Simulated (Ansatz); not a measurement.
# Nb4H: the cost of one run

Method: DFT PBE, scalar-relativistic, plane waves, PAW, in Ansatz 0.2.0.

2 further runs of the same task are left out: 2 set aside as unsound or not needed.

### 1 The starting structure

It takes space group Pmm2 (No. 25, orthorhombic). The conventional cell has a = 2.983 Å, b = 4.218 Å, c = 19.813 Å, α = 90.00°, β = 90.00°, γ = 90.00°. Around Nb (site symmetry mm2) lie 7 Nb at 2.98 to 3.07 Å. Nb (site symmetry mm2) has 11 Nb at 2.82 to 3.03 Å as nearest neighbours. Around Nb (site symmetry mm2) lie 11 Nb at 2.87 to 3.07 Å and 2 H at 3.14 Å. Nb (site symmetry mm2) is surrounded by 2 H at 1.85 Å. Around H (site symmetry mm2) lie 2 Nb at 1.85 Å.

Structure file:

```xyz
5
Lattice="2.9829 0.0000 0.0000 0.0000 4.2185 0.0000 0.0000 0.0000 19.8128" Properties=species:S:1:pos:R:3 pbc="T T T"
Nb    1.4915    2.1092    4.0000
Nb    0.0000    0.0000    5.4915
Nb    1.4915    2.1092    7.0724
Nb    0.0000    0.0000    8.3128
H     1.4915    0.0000    9.4051
```

This is the geometry of the first run shown, built on a cell relaxed beforehand with the same method.

### 2 The scan

Atoms count from 1 in the order of the input.

H is moved over the surface cell; relaxed at each place: the height of the adsorbate's atoms; substrate rigid; the origin of the map has the adsorbate above Nb4.

- position of H5 along the first surface vector, from above Nb4: 6 values from 0.000 to 0.833, periodic
- position of H5 along the second surface vector, from above Nb4: 10 values from 0.0 to 0.9, periodic

Relaxed at each point: the height of the adsorbate's atoms; substrate rigid. Points are written as (first, second).

The two vectors of the plane (Å): (2.983, 0.000, 0.000); (0.000, 4.218, 0.000).

### 3 The run at (3/6, 0/10) of the map's two axes

input.yaml

```yaml
crystal:
  lattice:
    - [2.9829001615, 0.0, 0.0]
    - [0.0, 4.2184578637, 0.0]
    - [0.0, 0.0, 19.8127690725]
  atoms:
    - { symbol: Nb, position: [0.5, 0.5, 0.2018900026] }
    - { symbol: Nb, position: [0.0, 0.0, 0.2771672178] }
    - { symbol: Nb, position: [0.5, 0.5, 0.3569599732] }
    - { symbol: Nb, position: [0.0, 0.0, 0.4195662425] }
    - { symbol: H, position: [0.5, 0.0, 0.474699096] }
basis:
  ecutwfc: 420
kpoints:
  mp_grid: { grid: [9, 6, 1] }
hamiltonian:
  xc: pbe
scf:
  occupations: { method: gaussian, width: 0.1 }
output:
  forces: true
  eigenvalues: true
relax:
  adjacent_minimum: "off"
  f_tol: 0.025
  max_steps: 16
  constraints: [{ sites: [0, 1, 2, 3] }, { sites: [4], fix: xy }]
efield:
  axis: 3
  dipole_correction: true
  ramp_width: 0.04
```

Run with:

```bash
> ansatz run input.yaml --threads 1 --pin off --max-ram 3072MiB --backend cpu --events-out ev --progress --plain --runs-dir out
```

What time and memory should one allow on 1 thread of Arm Neoverse V1, shared host?

About 50 s, with a peak of 0.44 GiB.
